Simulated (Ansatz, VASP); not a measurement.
# Sn (stanene, 1 layer) in two plane-wave programs, part 2 of 2

One calculation is typed for both programs; each brings its own data sets. How far apart do they land? Of the first pair: The structure shown is the start of the Ansatz relaxation below; VASP solves that cell, so the two are compared at the walk's first step.

VASP 6.6.1 and Ansatz 0.2.0.

So far: The structure; Ansatz: relaxation, PBE; VASP: single point, PBE, start cell, pair 1.

## (3) VASP: single point, PBE, start cell, pair 1 (continued)

Level of this step: PBE; plane waves and PAW (Sn_d) (VASP).

Numbers of over 12 decimals in the logs are rounded to 6 here.

Parts of OUTCAR (step 3):

```text
ion  position               nearest neighbor table
   1  0.667  0.333  0.473-   2 2.83   2 2.83   2 2.83
   2  0.333  0.667  0.527-   1 2.83   1 2.83   1 2.83

  LATTYP: Found a hexagonal cell.
 ALAT       =     4.6700000000
 C/A-ratio  =     3.3940042827

 Subroutine GETGRP returns: Found 12 space group operations
 (whereof 12 operations were pure point group operations)

The static configuration has the point symmetry D_3d.

 Found      7 irreducible k-points:

   k-points           NKPTS =      7   k-points in BZ     NKDIM =      7   number of bands    NBANDS=     20

   dimension x,y,z NGX =    30 NGY =   30 NGZ =  108
   dimension x,y,z NGXF=    60 NGYF=   60 NGZF=  216

   ENCUT  =  400.0 eV  29.40 Ry    5.42 a.u.   7.62  7.62 25.85*2*pi/ulx,y,z

   NELECT =      28.0000    total number of electrons

 k-points in reciprocal lattice and weights: Automatic mesh
   0.00000000  0.00000000  0.00000000       0.028
   0.16666667  0.00000000  0.00000000       0.167
   0.33333333  0.00000000  0.00000000       0.167
   0.50000000  0.00000000  0.00000000       0.083
   0.16666667  0.16666667  0.00000000       0.167
   0.33333333  0.16666667  0.00000000       0.333
   0.33333333  0.33333333  0.00000000       0.056

 dipolmoment           0.000000      0.000000      0.000000 electrons x Angstroem

 average (electrostatic) potential at core
       1-108.8735       2-108.8735

 E-fermi :  -2.0535

 k-point     1 :       0.0000    0.0000    0.0000
  band No.  band energies     occupation
    ...
     10     -23.0490      2.00000
     11     -11.3090      2.00000
     12      -5.1912      2.00000
     13      -2.2981      1.98509
     14      -2.2981      1.98509
     15      -1.8199      0.01854
     16      -0.0100      0.00000
     17       1.1953      0.00000
     18       1.1953      0.00000
     19       2.1262      0.00000
    ...

 k-point     2 :       0.1667    0.0000    0.0000
  band No.  band energies     occupation
    ...
     10     -23.0246      2.00000
     11     -11.0734      2.00000
     12      -5.6737      2.00000
     13      -3.5078      2.00000
     14      -2.7116      2.00000
     15      -0.5160      0.00000
     16      -0.0317      0.00000
     17       1.2578      0.00000
     18       1.9577      0.00000
     19       2.2736      0.00000
    ...

 k-point     3 :       0.3333    0.0000    0.0000
  band No.  band energies     occupation
    ...
     10     -22.9963      2.00000
     11     -10.4040      2.00000
     12      -7.1787      2.00000
     13      -3.4064      2.00000
     14      -3.2951      2.00000
     15      -0.9650      0.00000
     16      -0.2669      0.00000
     17       1.9999      0.00000
     18       3.0404      0.00000
     19       3.1625      0.00000
    ...

  Total        0.0551481      0.0551482     -0.0131508      0.0000000     -0.0000000     -0.0000000
  in kB        0.2951534      0.2951535     -0.0703835      0.0000000     -0.0000000     -0.0000000
  external PRESSURE =       0.1733078 kB  Pullay stress =       0.0000000 kB

  energy-cutoff  :      400.00
  volume of cell :      299.36
      direct lattice vectors                 reciprocal lattice vectors
     4.670000000  0.000000000  0.000000000     0.214132762  0.123629597  0.000000000
    -2.335000000  4.044339000  0.000000000     0.000000000  0.247259194  0.000000000
     0.000000000  0.000000000 15.850000000     0.000000000  0.000000000  0.063091483

 POSITION                                       TOTAL-FORCE (eV/Angst)
 -----------------------------------------------------------------------------------
      2.33500      1.34811      7.50000         0.000000      0.000000     -0.021036
     -0.00000      2.69623      8.35000         0.000000      0.000000      0.021036
 -----------------------------------------------------------------------------------
    total drift:                                0.000000      0.000000      0.000000

  FREE ENERGIE OF THE ION-ELECTRON SYSTEM (eV)
  ---------------------------------------------------
  free  energy   TOTEN  =        -6.7868843405 eV

  energy  without entropy=       -6.7787908266  energy(sigma->0) =       -6.78283758

 vacuum level on the upper side and lower side of the slab         2.203         2.203

 total charge
# of ion       s       p       d       tot
------------------------------------------
    1        1.222   1.072   9.952  12.246
    2        1.222   1.072   9.952  12.246
--------------------------------------------------
tot          2.444   2.144  19.903  24.492

[... 3 further parts left out ...]
```

## (4) Side by side

Known differences besides the potentials themselves: the cutoff is 420 eV in Ansatz and 400 eV in VASP. Total energies have different zeros and are not compared.

Where the cell holds vacuum, a pressure given here is an average over it and none of the material.

## (5) Ansatz: relaxation, PBE

This run makes the geometry at which the two programs are then compared.

The structure compared here is the end of the Ansatz relaxation.

This is the run of step 2 again, met here at its other cell.

## (6) VASP: single point, PBE, cell relaxed in part, pair 2

The same cell, functional, mesh and smearing now go to VASP, with its own data sets.

Input file INCAR:

```
SYSTEM = Sn
PREC = Accurate
ENCUT = 500
EDIFF = 1E-06
NELM = 120
ISMEAR = -1
SIGMA = 0.05
LREAL = .FALSE.
ALGO = Normal
GGA = PE
NBANDS = 20
LORBIT = 11
LWAVE = .FALSE.
LCHARG = .FALSE.
ISIF = 2
LDIPOL = .TRUE.
IDIPOL = 3
DIPOL = 0.5 0.5 0.5
LVHAR = .TRUE.
LASPH = .TRUE.
GGA_COMPAT = .FALSE.
NELMDL = -8
```

Input file POSCAR:

```
Sn
1.0
    4.6757695100      0.0000000000      0.0000000000
   -2.3378847550      4.0493351779      0.0000000000
    0.0000000000      0.0000000000     15.8500000000
Sn
2
Direct
    0.6666666666      0.3333333332      0.4730398474
    0.3333333332      0.6666666666      0.5269601526
```

Input file KPOINTS:

```
Automatic mesh
0
Gamma
6 6 1
0 0 0
```

PAW data sets: Sn_d (PBE family, release 64).

Launch:

```
$ mpirun -np 1 vasp_std
```

The log of the run:

```text
[... set-up lines as in an earlier step ...]
 entering main loop
       N       E                     dE             d eps       ncg     rms          rms(c)
DAV:   1     0.184745741126E+03    0.18475E+03   -0.13100E+04   328   0.115E+03
DAV:   2     0.841997322284E+01   -0.17633E+03   -0.17407E+03   300   0.284E+02
DAV:   3    -0.637025853041E+01   -0.14790E+02   -0.14729E+02   352   0.107E+02
DAV:   4    -0.687842559886E+01   -0.50817E+00   -0.50780E+00   316   0.229E+01
[...]
DAV:  21    -0.678707172251E+01   -0.18905E-04   -0.17018E-06   232   0.442E-03    0.371E-04
DAV:  22    -0.678707470259E+01   -0.29801E-05   -0.12382E-07   256   0.235E-03    0.251E-04
DAV:  23    -0.678707547386E+01   -0.77127E-06   -0.32331E-08   228   0.111E-03
   1 F= -.67870755E+01 E0= -.67830162E+01  d E =-.811855E-02
```

From OUTCAR (step 6):

```text
  Total       -0.0124636     -0.0124636     -0.0235412      0.0000000      0.0000000      0.0000000
  in kB       -0.0665406     -0.0665406     -0.1256820      0.0000000      0.0000000      0.0000000
  external PRESSURE =      -0.0862544 kB  Pullay stress =       0.0000000 kB

 POSITION                                       TOTAL-FORCE (eV/Angst)
 -----------------------------------------------------------------------------------
      2.33788      1.34978      7.49768         0.000000      0.000000     -0.002199
     -0.00000      2.69956      8.35232        -0.000000     -0.000000      0.002199
 -----------------------------------------------------------------------------------
    total drift:                                0.000000      0.000000     -0.000000

  FREE ENERGIE OF THE ION-ELECTRON SYSTEM (eV)
  ---------------------------------------------------
  free  energy   TOTEN  =        -6.7870754739 eV

  energy  without entropy=       -6.7789569228  energy(sigma->0) =       -6.78301620

[... 1 part as in an earlier step ...]

[... 2 further parts left out ...]
[key lines of the parts left out:]
E-fermi :  -2.0599
```

## (7) Side by side

What differs besides the data sets and the points named for the pairs above, as far as they apply: the cutoff is 420 eV in Ansatz and 500 eV in VASP; Ansatz's pressure holds a Pulay correction, VASP's none. Total energies have different zeros and are not compared.

Both answers:

```csv
quantity,Ansatz,VASP,difference
pressure (GPa),0.00,-0.01,+0.01
"work function, lower of the two faces (eV)",4.26,4.26,0.00
"work function, higher of the two faces (eV)",4.26,4.26,0.00
```

The largest component of a force difference here is 4 meV/Å. Where the cell holds vacuum, a pressure given here is an average over it and none of the material.

## (8) Summary of results

```yaml
r_m_s_force_difference_single_point_pbe_start_cell_pair_1: 1.1 meV/Å
difference_in_work_function_lower_of_the_two_faces_single_point_pbe_cell_relaxed_in_part_pair_2: 6.7e-4 eV
```

The r.m.s. force difference is 1.1 meV/Å (single point, PBE, start cell, pair 1), within the 12 meV/Å picked in this series as the mark of a large difference. Such differences can come from data sets, numerical settings and the points named under the comparisons, not from the functional's error against experiment.

[Lines on the potential files, build, host, timing and source positions are cut from VASP's logs without a mark.]

[Logs are printed without paths, hosts, clocks, repeated set-up lines and the standing remarks that a program may print on its own settings, such as how far it seeks lower states.]

[Hosts, paths, dates, database ids (printed as entryN), source tags and the programs' standing remarks are cut or masked in the printed files.]
